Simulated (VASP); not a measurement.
Here is a VASP 6.6.1 calculation.

INCAR

```
SYSTEM = Cd
PREC = Accurate
ENCUT = 600
EDIFF = 1E-7
ISMEAR = -1
SIGMA = 0.05
LREAL = .False.
LASPH = .True.
NELM = 100
ALGO = Normal
ISIF = 3
LWAVE = .False.
LCHARG = .False.
METAGGA = SCAN
LMIXTAU = .True.
IBRION = 2
NSW = 40
EDIFFG = -0.01
```

The input KPOINTS:

```
Automatic mesh
0
Gamma
  10 10 10
  0 0 0
```

File POSCAR:

```
Cd
1.0
   -1.7843220000      1.7843220000      1.7843220000
    1.7843220000     -1.7843220000      1.7843220000
    1.7843220000      1.7843220000     -1.7843220000
Cd
1
Direct
    0.0000000000      0.0000000000      0.0000000000
```

Potentials or basis: VASP PAW PBE potentials, release 64 (Cd).

Run with:

```console
$ cat potpaw_PBE.64/Cd/POTCAR > POTCAR
$ mpirun -np 1 vasp_std > vasp.out
```

Question: Predict the relaxed cell.

Answer: a = 3.040 Å, b = 3.040 Å, c = 3.040 Å, α = 109.47°, β = 109.47°, γ = 109.47°.

Question: Predict the band gap on the k mesh.

Answer: None (metal or under the smearing width).

Question: Predict the space group after relaxing (to 0.05 Å).

Answer: Im-3m (No. 229).

Final structure:
```cif
data_structure
_symmetry_space_group_name_H-M 'P 1'
_symmetry_Int_Tables_number 1
_cell_length_a 3.0400
_cell_length_b 3.0400
_cell_length_c 3.0400
_cell_angle_alpha 109.471
_cell_angle_beta 109.471
_cell_angle_gamma 109.471
_cell_volume 21.63
loop_
_atom_site_label
_atom_site_type_symbol
_atom_site_fract_x
_atom_site_fract_y
_atom_site_fract_z
_atom_site_occupancy
Cd1 Cd 0.00000 0.00000 0.00000 1
```
